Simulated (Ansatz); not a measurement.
**W under changes of volume**

One of the cells (15.848 Å³/atom); the others are scaled copies at fixed shape and fractional positions:

```
W
1.0
    -1.58234    1.58234    1.58234
     1.58234   -1.58234    1.58234
     1.58234    1.58234   -1.58234
W
1
Direct
  0.00000 0.00000 0.00000
```

| Quantity | Value |
| --- | --- |
| Program | Ansatz 0.2.0 |
| Functional | PBEsol |
| Dispersion | D3(BJ) |
| Potentials or basis | Ansatz PAW |
| Cutoff | 420 eV (not typed: the program's choice for these potentials) |
| k mesh | 12 × 12 × 12 |
| Occupations | fermi-dirac, width 0.05 eV |
| Spin | no spin polarisation |

```csv
volume (Å³/atom),energy over the lowest point (meV/atom),pressure (GPa)
14.897,11.71,9.7
15.214,0.00,2.3
15.531,2.26,-4.5
15.848,17.12,-10.6
16.165,43.43,-16.1
16.482,?,?
16.798,126.24,-25.6
```

Problem. What does the run at 16.482 Å³/atom give?

Solution. Energy over the lowest point 80.12 meV/atom; pressure -21.1 GPa.

Worked out: A Birch-Murnaghan fit of order 3 (a polynomial in V^(-2/3)) to the other rows has its minimum at 15.32 Å³/atom with B0 = V·E''(V) = 329 GPa and B' = 3.7. It gives 80.19 meV/atom at 16.482 Å³/atom, against the run's 80.12, and -dE/dV = -21.0 GPa, against -21.1.

Energies are extrapolated to zero smearing.

Caveats: pairwise dispersion overbinds metals, which lowers pressure and volume; the PAW data sets come from PBE, with cores solved anew for the run's functional, which leaves a small shift of forces and pressure.
